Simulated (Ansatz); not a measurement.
**Effect of Te interstitial (started 2.51 Å from the nearest host atom), symmetric start on Sb2Te3**

The parent structure is a 15-atom supercell of Sb₂Te₃ in the Bi2Te3 type structure (space group R-3m, No. 166; a = 4.276 Å, c = 29.825 Å (hexagonal axes)) at its relaxed geometry.

It is then changed as follows: one Te atom is added in an open site, starting 2.51 Å from the nearest host atom, atoms relaxed at fixed cell.

The values are results of PBE-D3(BJ)/PAW in Ansatz (a program for electronic structure), no SOC, not measurements. Γ-centred 3×4×4 mesh, Fermi–Dirac width 0.05 eV.

Largest displacement of a host atom from its site in the perfect cell: 0.84 Å
Final site of the added atom: 2 Te at 2.93 Å and 4 Sb at 2.93–3.28 Å

The cell is small, so the values are those of an ordered compound at a high defect concentration; dilute-limit values will differ. The defect started on the symmetric site and kept its symmetry, so it may sit on a saddle. The final runs are not spin-polarised. The defect cell is not spin-polarised.
